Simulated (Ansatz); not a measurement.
**Frozen normal mode in WSe2**

These are results of DFT LDA, scalar-relativistic, plane waves, PAW in Ansatz 0.2.0, not measurements. The runs took a 420 eV cutoff, a Γ-centred 12×12×2 mesh and Gaussian smearing (0.05 eV). Spin–orbit coupling is left out, which can shift energies with elements as heavy as these. No spin polarisation. Energies are free energies at this smearing, counted from the undisturbed cell; pressure is positive in compression.

Reference structure (as given, not relaxed at this level; it stands at -2.1 GPa; this form isn't the usual structure):

```yaml
crystal:
  lattice:
    - [3.31794, 0.00000, 0.00000]
    - [-1.65897, 2.87342, 0.00000]
    - [0.00000, 0.00000, 16.65814]
  atoms:
    - { symbol: W, position: [0.00000, 0.00000, 0.00000] }
    - { symbol: Se, position: [0.33333, 0.66667, 0.09979] }
    - { symbol: Se, position: [0.33333, 0.66667, 0.90021] }
```

The cell holds layers and no dispersion correction was added, so their binding is poorly described.

A zone-centre mode of this cell is frozen in: each atom moves by x times its row below, so x is the largest displacement.
```
atom ux uy uz
  W1   0.000   0.000  0.000
 Se2   0.707   0.707  0.000
 Se3  -0.707  -0.707  0.000
```

| x (Å) | ΔE (meV/cell) |
| --- | --- |
| -0.3000 | 735.7 |
| -0.1500 | 185.0 |
| 0.0000 | 0.0 |
| 0.0375 | 11.6 |
| 0.0750 | 46.3 |
| 0.1125 | 104.1 |
| 0.1875 | 288.8 |
| 0.2250 | 415.3 |
| 0.2625 | 564.4 |

(1) Predict the force along the mode (eV/Å) at each point.

Results:

(1)
```csv
x (Å),force along the mode (eV/Å)
-0.3000,4.86
-0.1500,2.46
0.0000,0.00
0.0375,-0.62
0.0750,-1.23
0.1125,-1.85
0.1875,-3.07
0.2250,-3.68
0.2625,-4.27
```